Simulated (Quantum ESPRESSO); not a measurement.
Runs of Quantum ESPRESSO 7.5 on TiCo. Symmetry: Pm-3m, No. 221, cubic system. The conventional cell has a = 2.986 Å, b = 2.986 Å, c = 2.986 Å, α = 90.00°, β = 90.00°, γ = 90.00°. Co (site symmetry m-3m) is surrounded by 8 Ti at 2.59 Å. Around Ti (site symmetry m-3m) lie 8 Co at 2.59 Å. The cell comes from a database or a generator and needn't be the stable form of this composition.

```csv
task,level,potentials or basis,spin,cell,k mesh,cutoff (eV),smearing,form of the LDA correlation,mixing beta,k mesh for the Wannier functions,iterations,gap on the mesh (eV),pressure (GPa),moment (μB)
Wannier functions,LDA,JTH 2.0 LDA,"collinear, ferromagnetic start",as given,7 × 7 × 7,490,fermi-dirac 0.05 eV,PW92,0.3,5 × 5 × 5,-,none,-,(a)
phonons,PBEsol,GBRV 1.5 PBEsol,"collinear, ferromagnetic start",relaxed,9 × 9 × 9,612,gaussian 0.272 eV,-,0.3,-,-,none,0.1,0.52
phonons,PBE,JTH 2.0 PBE,"collinear, ferromagnetic start",relaxed,9 × 9 × 9,490,gaussian 0.272 eV,-,0.3,-,-,none,-,0.73
energy-loss spectrum,PBE,SG15 PBE 1.2,off,as given,6 × 6 × 6,952,methfessel-paxton 0.272 eV,-,0.5,-,200,none,-2.1,-
```

Problem. Fill in the values left out.

Solution. (a) 0.68.

Caveats: the cutoff is low for these files, which shifts pressure and relaxed volume (some runs); the mesh is thin for the phonons of a metal (some runs); the Wannier minimisation didn't converge (some runs); before the sum rule the acoustic modes lie tens of cm⁻¹ from zero, a sign that the density grid also shifts the optical modes (some runs); the wave vector is under the mesh spacing, so the intraband response is poorly sampled (some runs); the Lanczos chain is short for so many electrons, so humps in the spectrum may be artefacts (some runs).

A k mesh can miss the band edges.

A gap of «none» marks a metal or a gap under the smearing width.

Not every run made on this cell is shown here.
